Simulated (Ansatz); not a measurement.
Crystal: Br.

```
Br
1.0
    -1.28677    1.72000    3.57799
     1.28677   -1.72000    3.57799
     1.28677    1.72000   -3.57799
Br
1
Direct
  0.00000 0.00000 0.00000
```

- Program: Ansatz 0.2.0
- Task: relaxation of cell and atoms
- Functional: PBEsol
- Potentials or basis: Ansatz PAW
- Cutoff: 420 eV (not typed: the program's choice for these potentials)
- k mesh: 13 × 13 × 13
- Occupations: fermi-dirac, width 0.05 eV
- Spin: no spin polarisation

At the start: volume 31.68 Å³/atom.

**Question.** Where does the relaxation end?

**Answer.** It ends after 5 steps and the volume is 30.81 Å³/atom (-2.7 %); space group Immm (No. 71, to 0.05 Å).

The path:
```
step  energy change (eV)  largest force (eV/Å)  volume (Å³)
   1              0.0000                0.0000        31.68
   2             -0.0031                0.0000        30.92
   3             -0.0034                0.0000        30.88
   4             -0.0035                0.0000        30.81
   5             -0.0034                0.0000        30.81
```

Final structure:
```yaml
crystal:
  lattice:
    - [-1.27509, 1.68554, 3.58345]
    - [1.27509, -1.68554, 3.58345]
    - [1.27509, 1.68554, -3.58345]
  atoms:
    - { symbol: Br, position: [0.00000, 0.00000, 0.00000] }
```

Caveat: the plane-wave basis is chosen anew once the cell has moved, so the energies of steps on either side of that aren't comparable; an odd number of electrons without spin polarisation forces a metal; a magnetic or distorted state may lie lower; the PAW data sets come from PBE, with cores solved anew for the run's functional, which leaves a small shift of forces and pressure.
